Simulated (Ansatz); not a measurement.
## TiB2 under changes of volume

One of the cells (8.552 Å³/atom); the others are scaled copies at fixed shape and fractional positions:

```
Ti B
1.0
     3.02920    0.00000    0.00000
    -1.51460    2.62336    0.00000
     0.00000    0.00000    3.22840
Ti B
1 2
Direct
  0.00000 0.00000 0.00000
  0.66667 0.33333 0.50000
  0.33333 0.66667 0.50000
```

- Program: Ansatz 0.2.0
- Functional: PBEsol
- Potentials or basis: all-electron LAPW, scalar-relativistic
- Cutoff: 311 eV (chosen from the basis error)
- Basis error allowed: 0.001 eV/atom
- k mesh: 10 × 10 × 8
- Occupations: fermi-dirac, width 0.05 eV
- Spin: no spin polarisation

```tsv
volume (Å³/atom)	energy over the lowest point (meV/atom)	pressure (GPa)
8.039	12.66	12.2
8.210	?	?
8.381	0.00	0.1
8.552	2.72	-5.1
8.723	10.72	-9.8
8.894	23.51	-14.1
9.065	40.63	-17.9
```

What does the run at 8.210 Å³/atom give?

Energy over the lowest point 3.11 meV/atom; pressure 5.8 GPa.

Worked out: A Birch-Murnaghan fit of order 3 (a polynomial in V^(-2/3)) to the other rows has its minimum at 8.38 Å³/atom with B0 = V·E''(V) = 267 GPa and B' = 3.9 at fixed shape and positions, which overstates the stiffness. It gives 3.11 meV/atom at 8.210 Å³/atom, against the run's 3.11, and -dE/dV = 5.8 GPa, against 5.8.

Energies are extrapolated to zero smearing.

The runs don't all hold the same shells in valence.
